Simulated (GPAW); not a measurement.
Wanted: an ASE script for a GPAW 26.7.0 run.

```yaml
Task: band structure
Functional: PBEsol
Potentials_or_basis: PAW data sets generated in the run's folder for this functional
Cutoff: 600 eV
Basis: pw
k_mesh: 12 × 12 × 12
Occupations: fermi-dirac, width 0.05 eV
Spin: spin-orbit coupling, no magnetisation
Maxiter: 150
Band_path: GHNGPH,PN
Band_points: 60
spin_axis_theta_degrees: 0
spin_axis_phi_degrees: 0
Soc_after_scf: second variation
```

Mo:

```
CELL_PARAMETERS angstrom
-1.58381 1.58381 1.58381
1.58381 -1.58381 1.58381
1.58381 1.58381 -1.58381
ATOMIC_POSITIONS crystal
Mo 0.00000 0.00000 0.00000
```

The input as run:

run.py

```python
import numpy as np
from ase import Atoms
from ase.dft.bandgap import bandgap
from ase.io import write
from ase.units import GPa
from gpaw import GPAW, PW, setup_paths
from gpaw.spinorbit import soc_eigenstates

setup_paths.insert(0, '.')

atoms = Atoms(['Mo'],
              cell=[[-1.5838089719, 1.5838089719, 1.5838089719],
                    [1.5838089719, -1.5838089719, 1.5838089719],
                    [1.5838089719, 1.5838089719, -1.5838089719]],
              scaled_positions=[[0.0, 0.0, 0.0]],
              pbc=True)

calc = GPAW(mode=PW(600),
            xc='PBEsol',
            kpts={'size': (12, 12, 12), 'gamma': True},
            occupations={'name': 'fermi-dirac', 'width': 0.05},
            nbands=16,
            convergence={'density': 1e-05, 'energy': 1e-05},
            maxiter=150,
            txt='gpaw.txt')
atoms.calc = calc
energy = atoms.get_potential_energy()
forces = atoms.get_forces()
stress = atoms.get_stress()
calc.write('gs.gpw')
write('result.traj', atoms)
print(f'Energy: {energy:.6f} eV')
print('Forces (eV/A):')
print(forces.round(4))
print('Stress (GPa):', (stress / GPa).round(3))
print('Fermi level:', round(calc.get_fermi_level(), 4), 'eV')
print(f'Gap: {bandgap(calc)[0]:.4f} eV, direct: {bandgap(calc, direct=True)[0]:.4f} eV')

path = atoms.cell.bandpath('GHNGPH,PN', npoints=60, eps=1e-4)
bs_calc = calc.fixed_density(kpts=path, symmetry='off', nbands=24,
                             convergence={'bands': 'CBM+6.0', 'eigenstates': 1e-6}, txt='bands.txt')
bs = bs_calc.band_structure()
bs.write('bs.json')
print(f'Gap on the path: {bandgap(bs_calc)[0]:.4f} eV')

soc = soc_eigenstates(bs_calc, theta=0, phi=0)
np.savetxt('soc_bands.dat', soc.eigenvalues(), fmt='%.4f')
mesh = soc_eigenstates('gs.gpw', theta=0, phi=0)
np.savetxt('soc_mesh.dat', mesh.eigenvalues(), fmt='%.4f')
print('Fermi level with spin-orbit coupling:', round(mesh.fermi_level, 4), 'eV')
```

Potentials or basis: PAW data sets generated in the run's folder for this functional, pw.

Run with:

```sh
$ gpaw-setup -f PBEsol Mo
$ OMP_NUM_THREADS=1 python run.py
```

Results of the run:

The pressure is -10.0 GPa and the band gap along the path is none (metal or under the smearing width).

Caveat: spin-orbit coupling was added after a scalar SCF, so levels and gaps hold it while energy, forces, pressure and moments don't; this program's spin-orbit splittings come out too wide for heavy elements.

Wall time 13 s on 1 thread of AMD EPYC 9R45 96-Core Processor (Zen 5) (shared host), peak memory 0.24 GiB.
